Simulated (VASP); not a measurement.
Wanted: the native input for a VASP 6.6.1 run.

* Task: single point
* Functional: PBEsol
* Potentials or basis: VASP PAW PBE potentials, release 64 (N, Al)
* Cutoff: 520 eV
* k mesh: 3 × 3 × 3
* Occupations: fermi-dirac, width 0.05 eV
* Spin: no spin polarisation
* Dipole correction: no
* Further INCAR settings: LREAL = Auto; ALGO = Fast; EDIFF = 1e-06; NBANDS = 44

The structure of Al7N8 (a cell with a defect) lies in POSCAR:

```
Al7N8
1.0
    6.3768608000      0.0000000000      0.0000000000
   -3.1884304000      5.5225156000      0.0000000000
    0.0000000000      0.0000000000      5.1173090900
N Al
8 7
Direct
    0.3492697024      0.1740766472      0.3650995019
    0.1206182141      0.1907789993      0.8384729014
    0.3102754705      0.6545714420      0.4703880414
    0.1206539316      0.9286827546      0.8385252727
    0.8329611730      0.1678711419      0.3630933694
    0.6942246085      0.3465547476      0.8626979380
    0.8329915105      0.6640100754      0.3631392920
    0.6362162289      0.8175321406      0.9765847464
    0.3778380592      0.1883681415      0.0055820353
    0.1587681654      0.3147556523      0.4897400090
    0.1587957627      0.8428957629      0.4897931620
    0.8272355255      0.1528346973     -0.0136757422
    0.6783805032      0.3386465762      0.4865232794
    0.8272618798      0.6732766857     -0.0136186810
    0.6284397851      0.8136793674      0.3528610385
```

One way to write it, as run:

INCAR

```
SYSTEM = Al7N8
PREC = Accurate
ENCUT = 520
EDIFF = 1E-6
ISMEAR = -1
SIGMA = 0.05
LREAL = Auto
LASPH = .True.
NELM = 60
ALGO = Fast
ISIF = 2
LWAVE = .False.
LCHARG = .True.
GGA = PS
LELF = .True.
LVHAR = .True.
NBANDS = 44
```

KPOINTS

```
Automatic mesh
0
Gamma
  3 3 3
  0 0 0
```

Potentials or basis: VASP PAW PBE potentials, release 64 (N, Al).

The run is started by

```sh
$ cat potpaw_PBE.64/N/POTCAR potpaw_PBE.64/Al/POTCAR > POTCAR
$ mpirun -np 1 vasp_std > vasp.out
```

Results of the run:

* Pressure: -5.9 GPa
* Largest force: 0.319 eV/Å
* Band gap on the k mesh: none (metal or under the smearing width)

Caveat: the k mesh is coarse (spacing up to 0.41 Å⁻¹), so the values aren't converged; the PAW data sets were made with another functional, which shifts forces and pressure a little.

It took 110 s on 1 thread of AMD EPYC 9R45 96-Core Processor (Zen 5) (shared host), peak memory 0.27 GiB.
